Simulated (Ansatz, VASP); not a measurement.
Two plane-wave programs on BN

Contents of INCAR:

```
PREC = Accurate ; ENCUT = 520
EDIFF = 1E-6 ; ISMEAR = 0
SIGMA = 0.05 ; LREAL = False
LASPH = True ; NELM = 100
ALGO = Normal ; ISIF = 2
LWAVE = False ; LCHARG = True
GGA = PE ; LELF = True
LVHAR = True ; NBANDS = 11
```

KPOINTS

```
regular mesh
0
Gamma
  12 12 12
```

Contents of POSCAR:

```
BN
1.0
    0.0000000000      1.8130010000      1.8130010000
    1.8130010000      0.0000000000      1.8130010000
    1.8130010000      1.8130010000      0.0000000000
B N
1 1
Direct
    0.0000000000      0.0000000000      0.0292515054
    0.7500000000      0.7500000000      0.7500000000
```

Input for Ansatz:

```yaml
crystal:
  lattice:
    - [0.0, 1.813001, 1.813001]
    - [1.813001, 0.0, 1.813001]
    - [1.813001, 1.813001, 0.0]
  atoms:
    - { symbol: B, position: [0.0, 0.0, 0.0292515054] }
    - { symbol: "N", position: [0.75, 0.75, 0.75] }
basis:
  ecutwfc: 420
kpoints:
  mp_grid: { grid: [12, 12, 12] }
hamiltonian:
  xc: pbe
scf:
  occupations: { method: gaussian, width: 0.05 }
output:
  forces: true
  stress: true
  eigenvalues: true
```

Change from the starting cell: all B atoms moved +0.075 Å, as atom 1 along Cartesian [1 1 0].

Alike in both runs: task single point; functional PBE; k mesh 12 × 12 × 12; occupations gaussian, width 0.05 eV; no spin polarisation.

```csv
,VASP,Ansatz
version,VASP 6.6.1,Ansatz 0.2.0
potentials or method,"VASP PAW PBE potentials, release 64 (B, N)","scalar-relativistic, plane waves, PAW"
plane-wave cutoff (eV),520,420
valence electrons in the cell,8,8
```

Ansatz gave:

```
gap on the k mesh at the Fermi level (eV)       : 3.78
least direct gap on the mesh (eV)               : 7.72
pressure (GPa)                                  : 1.2
largest component of the traceless stress (GPa) : 1.75
rms of the force components (eV/Å)              : 1.031
```

**Question.** What did VASP give for the same quantities?

**Answer.** gap on the k mesh at the Fermi level (eV): 3.77; least direct gap on the mesh (eV): 7.71; pressure (GPa): 1.4; largest component of the traceless stress (GPa): 1.75; rms of the force components (eV/Å): 1.036.

Atom by atom the forces differ by 0.005 eV/Å (rms over components).

Caveats: forces of over 1 eV/Å show positions far from the minimum, so gaps and moduli don't describe the material at rest. A k mesh can miss the band edges.
